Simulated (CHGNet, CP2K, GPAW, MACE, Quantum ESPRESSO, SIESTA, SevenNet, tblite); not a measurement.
**Generalised stacking fault on (110) of BePd (80 atoms): other programs against plane waves**

Aim: forces, pressure of generalised stacking fault on (110) of BePd (80 atoms) at one geometry, from other programs and methods, against plane-wave PBE.

Results are calculated, not measured.

In doubt: a PseudoDojo file used here is known to give poor structures and forces (SIESTA), which bears on pressures, cells, forces and phonons.

## Step 1: The cell

The cell holds 80 atoms (40 Be and 40 Pd), with edges of 5.63, 7.96 and 19.91 Å. Recipe: CsCl-type BePd (a = 2.813 Å), cell with z along [110], 2 x 2 x 5 periods; the third cell vector is tilted by 0.333 of [001] and lengthened by 0 Å, so the cell holds one fault; displaced by a Gaussian of 0.01 Å. Then every atom was moved at random, 0.02 Å r.m.s. a Cartesian component. The density is 8.61 g/cm³.

## Step 2: The reference input

Quantum ESPRESSO 7.5: Kohn-Sham DFT, PBE, SSSP efficiency 1.3.0 pseudopotentials, plane waves. Its input, pw.in:

```
&control
  calculation = 'scf'
  pseudo_dir = './pseudo'
  outdir = './tmp'
  disk_io = 'none'
  tprnfor = .true.
  tstress = .true.
/
&system
  ibrav = 0
  nat = 80
  ntyp = 2
  ecutwfc = 55
  ecutrho = 440
  nosym = .true.
  occupations = 'smearing'
  smearing = 'fd'
  degauss = 0.003675
/
&electrons
  conv_thr = 4.0e-07
  electron_maxstep = 100
  mixing_beta = 0.2
  mixing_mode = 'local-TF'
  diagonalization = 'david'
/
ATOMIC_SPECIES
Be 9.012 Be.upf
Pd 106.420 Pd.upf
CELL_PARAMETERS angstrom
5.62600 0.00000 0.00000
0.00000 7.95637 0.00000
0.93769 0.00000 19.89091
ATOMIC_POSITIONS crystal
Be 0.84293 0.00198 0.99982
Pd 0.22975 0.99904 0.09813
Be 0.33776 0.99832 0.00043
Pd 0.73408 0.00153 0.10031
[... 74 atom lines left out ...]
Be 0.34929 0.75371 0.90021
Pd 0.58613 0.75526 0.00004
K_POINTS gamma
```

```console
$ OMP_NUM_THREADS=1 mpirun -np 4 pw.x -in pw.in > output.txt
```

Elapsed: 2.6 min, on 4 MPI ranks of Intel Xeon Platinum 8259CL at 2.50GHz (Skylake/Cascade Lake), shared host; peak memory 2.8 GiB.

It converged with an r.m.s. force component of 0.43 eV/Å and a pressure of 7.5 GPa.

## Step 3: The other programs

- CHGNet: machine-learned potential, published weights.
- CP2K 2026.2: Gaussian basis with GTH pseudopotentials and a plane-wave density; labels give functional, basis (MOLOPT sets; SR short-range, UZH the newer set with its own potentials), grid cutoff/relative cutoff and solver (OT: orbital transformation; TRS4, TC2, SIGN: linear-scaling purification with its sparsity filter), or its built-in tight binding.
- MACE: machine-learned potential, published weights.
- Quantum ESPRESSO 7.5: plane waves; labels (QE) give functional, pseudopotential set and cutoffs of waves/density.
- SIESTA 5.4.2: numerical atomic orbitals, whose automatically made sets are far from complete, with PseudoDojo norm-conserving potentials that we converted to its format (checked against plane waves on the same files for H, C, O, Si, Ge and Ca alone); labels give functional, basis size, energy shift and mesh cutoff.
- SevenNet: machine-learned potential, published weights.
- tblite 0.8.0: extended tight binding, driven from Python.

All use the same cell and atoms, and the electronic-structure runs the same k-mesh.

## Step 4: All runs compared

Differences are against the reference: forces as r.m.s. over components, share as that over the reference's r.m.s. force, slope as the fitted ratio of a run's forces to the reference's.

| run | Δ force, r.m.s. (meV/Å) | share (%) | slope | Δ pressure (GPa) | cores | CPU time | memory (GiB) |
| --- | --- | --- | --- | --- | --- | --- | --- |
| reference | - | - | - | - | 4 | 10 min | 2.8 |
| CHGNet 0.3.0 potential | 186 | 43.1 | 0.852 | -2.36 | 1 | 6.6 s | 1.9 |
| CP2K PBE+D3, DZVP-MOLOPT-SR, 600/50 Ry, diagonalisation | 38.0 | 8.82 | 1.062 | -6.33 | 4 | 23 min | 4.9 |
| CP2K PBE, DZVP-MOLOPT-SR, 300/50 Ry, diagonalisation (coarse) | 1312 | 305 | 0.687 | 5.11 | 4 | 20 min | 3.1 |
| CP2K PBE, DZVP-MOLOPT-SR, 600/30 Ry, diagonalisation (coarse) | 44.9 | 10.4 | 1.053 | 1.46 | 4 | 17 min | 4.8 |
| CP2K PBE, DZVP-MOLOPT-SR, 600/50 Ry, diagonalisation | 30.4 | 7.05 | 1.063 | 1.57 | 4 | 21 min | 4.8 |
| CP2K PBEsol, PBE potentials, DZVP-MOLOPT-SR, 600/50 Ry, diagonalisation | 31.5 | 7.32 | 1.059 | -4.29 | 4 | 22 min | 4.8 |
| MACE MP-0b2 small potential | 167 | 38.8 | 0.865 | -3.30 | 1 | 8.2 s | 0.67 |
| QE PBE, gbrv-1.5, 40/200 Ry | 7.6 | 1.76 | 1.009 | 0.244 | 4 | 8.2 min | 1.4 |
| SIESTA PBE, DZ, shift 0.01 Ry, mesh 300 Ry (coarse) | 362 | 84.0 | 1.308 | 10.1 | 2 | 4 min | 0.87 |
| SevenNet 0 potential | 227 | 52.8 | 0.524 | -2.48 | 1 | 11 s | 1.1 |
| tblite GFN1-xTB | 335 | 77.8 | 1.496 | 15.2 | 1 | 27 s | 0.13 |

Rows marked coarse were listed beforehand as settings not expected to be converged; some can still land near the reference.

Times of the machine-learned potentials are mostly Python's start and the loading of weights.

Runs without a result: SIESTA PBE, DZP, shift 0.01 Ry, mesh 300 Ry (stopped at the start); GPAW PBE, LCAO dzp, h 0.2 Å (cut off at its time limit); CP2K PBE, SZV-MOLOPT-SR, 600/50 Ry, diagonalisation (stopped at the start); GPAW PBE, LCAO szp(dzp), h 0.2 Å (cut off at its time limit); GPAW PBE, LCAO sz(dzp), h 0.2 Å (cut off at its time limit); GPAW PBE, LCAO dzp, h 0.16 Å (cut off at its time limit).

CPU time is summed over cores on shared hosts, so it is rough.

## Step 5: What came out

Forces lie from 1.8 % (QE PBE, gbrv-1.5, 40/200 Ry) to 305 % (CP2K PBE, DZVP-MOLOPT-SR, 300/50 Ry, diagonalisation, coarse) of the reference's r.m.s. force of 0.43 eV/Å away from it. Other PBE runs on plane waves or a grid: QE PBE, gbrv-1.5, 40/200 Ry 1.8 % of the r.m.s. force; the reference has errors of its own, so differences under a few per cent don't tell which side is nearer the exact PBE result. The PBE run in local orbitals, coarse settings apart, differs by 7.1 % (CP2K PBE, DZVP-MOLOPT-SR, 600/50 Ry, diagonalisation); basis, grid and potentials can all enter. Tight binding differs by 78 % (tblite GFN1-xTB); it is another model, with fitted parameters of its own, and the xTB methods hold dispersion.

Machine-learned potentials differ by 39 % (MACE MP-0b2 small potential) to 53 % (SevenNet 0 potential); they were trained on other programs' data. The reference samples few k-points for this cell, and its sampling error, which other DFT runs on the same mesh share, can be part of so large a difference. Among those trained on PBE data the slope goes as low as 0.52. Rows with another functional or a dispersion term differ by 7.3 % (CP2K PBEsol, PBE potentials, DZVP-MOLOPT-SR, 600/50 Ry, diagonalisation) to 8.8 % (CP2K PBE+D3, DZVP-MOLOPT-SR, 600/50 Ry, diagonalisation), which mixes the change of model with differences of basis and potentials, some of them made for another functional. Runs with settings chosen to be coarse differ by 10 % (CP2K PBE, DZVP-MOLOPT-SR, 600/30 Ry, diagonalisation) to 305 % (CP2K PBE, DZVP-MOLOPT-SR, 300/50 Ry, diagonalisation), their programs' other errors included. From CP2K PBE, DZVP-MOLOPT-SR, 300/50 Ry, diagonalisation to the finer CP2K PBE, DZVP-MOLOPT-SR, 600/50 Ry, diagonalisation the share falls from 305 to 7.1 %. Pressures at PBE, coarse settings apart, lie +0.24 to +1.57 GPa from the reference's.

Caveats: Periodic xTB results under one method name differ between programs and library versions. The potentials hold different valence shells: 880 electrons in the reference, 800 in Quantum ESPRESSO with GBRV; this bears on time and differences. The reference's pressure holds the uncorrected Pulay stress of its 55 Ry basis, so small pressure differences may be the reference's own error. A potential file of the SIESTA runs is in doubt, which bears on their forces and pressure. Machine-learned potentials mimic data converged in k, so the reference's own k-point error enters their differences. The cell is under 6 Å thick along one periodic direction, so every atom has periodic images of itself close by, which move with it. The reference's stress is far from hydrostatic: its diagonal is 15.3, 0.6, 6.8 GPa, compression counted positive. The host structure and its lattice constant were typed by rule, without a check against the phase diagram. The electronic-structure runs sample only Γ, in a cell whose shortest periodic width is 6 Å, which is coarse for a cell with partly filled levels. The reference's pressure of 7.5 GPa reflects the volume that the recipe set, positions that aren't this level's minimum and the coarse k-sampling. Spin–orbit coupling is left out. Where levels are smeared, the DFT runs use Fermi–Dirac occupations at 580 K (0.05 eV), and energies are free energies. The atoms were displaced at random, and shares hang on the size of the forces that this gives. The reference's cutoffs and mesh weren't converged further here.

[Logs are printed without paths, hosts, clocks, repeated set-up lines and the standing remarks that a program may print on its own settings, such as how far it seeks lower states.]

[Hosts, paths, dates, database ids (printed as entryN), source tags and the programs' standing remarks are cut or masked in the printed files.]

[Cells were taken only where this reference lay near another plane-wave run.]
